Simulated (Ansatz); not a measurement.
# NaF: a trigonal deformation path

The task here is to estimate one member of a computed series from the others.

Computed with Ansatz 0.2.0 (DFT PBEsol, scalar-relativistic, plane waves, PAW, unless a step's input says otherwise).

## The system as given

Symmetry: Fm-3m, No. 225, cubic system. The conventional cell has a = 4.647 Å, b = 4.647 Å, c = 4.647 Å, α = 90.00°, β = 90.00°, γ = 90.00°. Na (site symmetry m-3m) has 6 F at 2.32 Å in its first shell of neighbours. Around F (site symmetry m-3m) lie 6 Na at 2.32 Å.

Coordinates:

```xyz
2
Lattice="0.0000 2.3233 2.3233 2.3233 0.0000 2.3233 2.3233 2.3233 0.0000" Properties=species:S:1:pos:R:3 pbc="T T T"
Na    0.0000    0.0000    0.0000
F     2.3233    2.3233    2.3233
```

No relaxation comes first: the listed cell is the starting point.

The first run:

input.yaml reads:

```yaml
crystal:
  lattice:
    - [0.0, 2.3233, 2.3233]
    - [2.3233, 0.0, 2.3233]
    - [2.3233, 2.3233, 0.0]
  atoms:
    - { symbol: Na, position: [0.0, 0.0, 0.0] }
    - { symbol: F, position: [0.5, 0.5, 0.5] }
basis:
  ecutwfc: 420
kpoints:
  mp_grid: { grid: [10, 10, 10] }
hamiltonian:
  xc: pbesol
scf:
  occupations: { method: gaussian, width: 0.05 }
output:
  forces: true
  stress: true
  eigenvalues: true
  write_density: true
  write_potential: true
  elf: true
  volumetric_format: npy
```

Command:

```sh
$ ansatz run input.yaml --threads 1 --pin off --max-ram 2560MiB --backend cpu --events-out ev --progress --plain --runs-dir out
```

Steps of the session up to this table: The reference: the undisturbed cell on the scan's mesh; Point ρ = 0.500; ρ = 2.000; ρ = 0.710; Point ρ = 1.410; Point ρ = 0.600; ρ = 0.850; Point ρ = 1.200; At ρ = 1.700; At ρ = 0.930; Point ρ = 1.080.

One of the session's tables, all rows but one given; the rest of the session is left out.

It belongs to the step «The scan collected». The scan, with free energies counted from the undisturbed cell:

| ρ | ΔE (meV/atom) | pressure (GPa) | gap on the mesh (eV) |
| --- | --- | --- | --- |
| 0.500 | 166.3 | -4.7 | 5.19 |
| 0.600 | 148.7 | -3.8 | 5.34 |
| 0.710 | 97.0 | -2.2 | 5.47 |
| 0.850 | 29.9 | -0.9 | 5.80 |
| 0.930 | 6.8 | -0.6 | 6.00 |
| 1.000 | 0.0 | -0.5 | 6.14 |
| 1.080 | ? | ? | ? |
| 1.200 | 58.6 | -1.0 | 5.69 |
| 1.410 | 246.2 | -1.6 | 4.66 |
| 1.700 | 695.7 | -1.6 | 2.52 |
| 2.000 | 1337.4 | 0.7 | 0.00 |

Q: Estimate the row for ρ = 1.080 from the others.

Worked estimate for «ΔE (meV/atom)». A straight line through the neighbours (1.000, 0.0) and (1.200, 58.6) gives 0.0 + (58.6 − 0.0) × (1.080 − 1.000) / (1.200 − 1.000) = 23.4; a parabola fitted to 4 rows on both sides gives 9.4.

**Answer.** ΔE (meV/atom): 9.2; pressure (GPa): -0.6; gap on the mesh (eV): 6.03. In «ΔE (meV/atom)» the line misses by +14.2 and the parabola by +0.2.

Where the gap reads zero, the mesh chosen for the insulator is on the coarse side.

Limits of these values: Spin polarisation is off in the runs that give these values; a magnetic solution could lie lower.
